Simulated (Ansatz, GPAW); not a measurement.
This is a calculation of Pb for Ansatz 0.2.0. This isn't the form of Pb at room conditions, which is fcc.

File input.yaml:

```yaml
crystal:
  lattice:
    - [-1.9796595667, 1.9796595667, 1.9796595667]
    - [1.9796595667, -1.9796595667, 1.9796595667]
    - [1.9796595667, 1.9796595667, -1.9796595667]
  atoms:
    - { symbol: Pb, position: [0.0, 0.0, 0.0] }
hamiltonian:
  xc: pbesol
  pseudopotentials: { kind: paw }
kpoints:
  mp_grid: { grid: [9, 9, 9] }
scf:
  occupations: { method: fermi_dirac, width: 0.05 }
output:
  forces: true
  stress: true
  eigenvalues: true
```

Potentials or basis: Ansatz PAW.

Run with:

```console
$ ansatz run input.yaml --threads 1 --pin off --max-ram 3584MiB --backend cpu --events-out ev --progress --plain --runs-dir out
```

Translate it to GPAW 26.7.0 (ASE script). Potentials or basis there: PAW data sets generated for this functional, cutoff 600 eV.

As run (cutoffs and basis follow the program's own potentials, and thresholds, step limits or extra output files can differ):

The input run.py:

```python
from ase import Atoms
from ase.dft.bandgap import bandgap
from ase.io import write
from ase.units import Bohr, GPa
from gpaw import GPAW, PW, setup_paths
from gpaw.elf import elf_from_dft_calculation

setup_paths.insert(0, '.')

atoms = Atoms(['Pb'],
              cell=[[-1.9796595667, 1.9796595667, 1.9796595667],
                    [1.9796595667, -1.9796595667, 1.9796595667],
                    [1.9796595667, 1.9796595667, -1.9796595667]],
              scaled_positions=[[0.0, 0.0, 0.0]],
              pbc=True)

calc = GPAW(mode=PW(600),
            xc='PBEsol',
            kpts={'size': (9, 9, 9), 'gamma': True},
            occupations={'name': 'fermi-dirac', 'width': 0.05},
            nbands=14,
            convergence={'density': 1e-05, 'energy': 1e-05},
            maxiter=150,
            txt='gpaw.txt')
atoms.calc = calc
energy = atoms.get_potential_energy()
forces = atoms.get_forces()
stress = atoms.get_stress()
calc.write('gs.gpw')
write('result.traj', atoms)
print(f'Energy: {energy:.6f} eV')
print('Forces (eV/A):')
print(forces.round(4))
print('Stress (GPa):', (stress / GPa).round(3))
print('Fermi level:', round(calc.get_fermi_level(), 4), 'eV')
print(f'Gap: {bandgap(calc)[0]:.4f} eV, direct: {bandgap(calc, direct=True)[0]:.4f} eV')

# fields on the real-space grid
write('density.cube', atoms, data=calc.get_pseudo_density() * Bohr**3)
write('potential.cube', atoms, data=calc.get_electrostatic_potential())
write('elf.cube', atoms, data=elf_from_dft_calculation(calc).data)
```

Potentials or basis: PAW data sets generated in the run's folder for this functional, pw.

Run with:

```console
$ gpaw-setup -f PBEsol Pb
$ OMP_NUM_THREADS=1 python run.py
```

Both were run:

|  | Ansatz | GPAW |
| --- | --- | --- |
| Pressure | -2.0 GPa | -2.2 GPa |

Ansatz's pressure holds a Pulay term of +0.02 GPa for its cutoff of 420 eV, which the other run lacks.

Ansatz's potentials were made for PBE.

Where Ansatz's input types no cutoff or centring, it takes its own default and a Γ-centred mesh.

Pressure is positive in compression.
